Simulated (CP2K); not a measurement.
Runs of CP2K 2026.2 on GaP. Symmetry: F-43m, No. 216, cubic system. The conventional cell has a = 5.451 Å, b = 5.451 Å, c = 5.451 Å, α = 90.00°, β = 90.00°, γ = 90.00°. Ga (site symmetry -43m) is surrounded by 4 P at 2.36 Å. P (site symmetry -43m) is surrounded by 4 Ga at 2.36 Å. 

```tsv
task	level	potentials or basis	spin	k points reduced by the point group	hirshfeld SHAPE_FUNCTION	VORONOI_RADII	CUTOFF of the grids	points a segment of the path (NPOINTS)	gap on the mesh (eV)	pressure (GPa)
atomic charges	PW91	POTENTIAL_UZH Ga GTH-PBE-q13, P GTH-PBE-q5; TZVP-MOLOPT-PBE-GTH basis	off	yes	GAUSSIAN	UNITY	675 Ry	-	1.65	2.8
atomic charges	SCAN	POTENTIAL_UZH Ga GTH-PBE-q13, P GTH-PBE-q5; TZVP-MOLOPT-PBE-GTH basis	off	yes	GAUSSIAN	UNITY	675 Ry	-	1.82	(b)
atomic charges	revPBE	POTENTIAL_UZH Ga GTH-PBE-q13, P GTH-PBE-q5; TZVP-MOLOPT-PBE-GTH basis	off	yes	GAUSSIAN	UNITY	675 Ry	-	1.73	(a)
band structure	PBE	GTH_POTENTIALS Ga GTH-PBE-q13, P GTH-PBE-q5; DZVP-MOLOPT-SR-GTH basis	off	yes	-	-	450 Ry	8	1.66	3.0
atomic charges	LDA	POTENTIAL_UZH Ga GTH-PBE-q13, P GTH-PBE-q5; TZVP-MOLOPT-PBE-GTH basis	off	yes	GAUSSIAN	UNITY	675 Ry	-	1.45	-1.0
atomic charges	AM05	POTENTIAL_UZH Ga GTH-PBE-q13, P GTH-PBE-q5; TZVP-MOLOPT-PBE-GTH basis	off	yes	GAUSSIAN	UNITY	675 Ry	-	(d)	(c)
atomic charges	PBE	POTENTIAL_UZH Ga GTH-PBE-q13, P GTH-PBE-q5; TZVP-MOLOPT-PBE-GTH basis	off	yes	GAUSSIAN	UNITY	675 Ry	-	1.66	3.0
band structure	HLE16	GTH_POTENTIALS Ga GTH-PBE-q13, P GTH-PBE-q5; DZVP-MOLOPT-SR-GTH basis	off	yes	-	-	450 Ry	8	2.22	-10.0
band structure	PBE	GTH_SOC_POTENTIALS Ga GTH-PBE-q13, P GTH-PBE-q5; DZVP-MOLOPT-SR-GTH basis	SOC, no magnetisation	-	-	-	450 Ry	8	-	3.0
band structure	HLE16	GTH_SOC_POTENTIALS Ga GTH-PBE-q13, P GTH-PBE-q5; DZVP-MOLOPT-SR-GTH basis	SOC, no magnetisation	-	-	-	450 Ry	8	-	-10.0
```

Alike in all rows: cell as given; k mesh 8 × 8 × 8; smearing fermi-dirac 0.05 eV.

Task: Fill in the values left out.

Result: (a) 4.1; (b) 0.0; (c) 0.5; (d) 1.57.

Caveats: the basis of atomic orbitals isn't converged, which shifts pressures, moduli and gaps; the potentials were made for another functional, which shifts forces and pressure (some runs); the potentials were made for a functional far from this one (some runs).

A k mesh can miss the band edges, and rows without SOC leave out spin-orbit coupling on Ga.
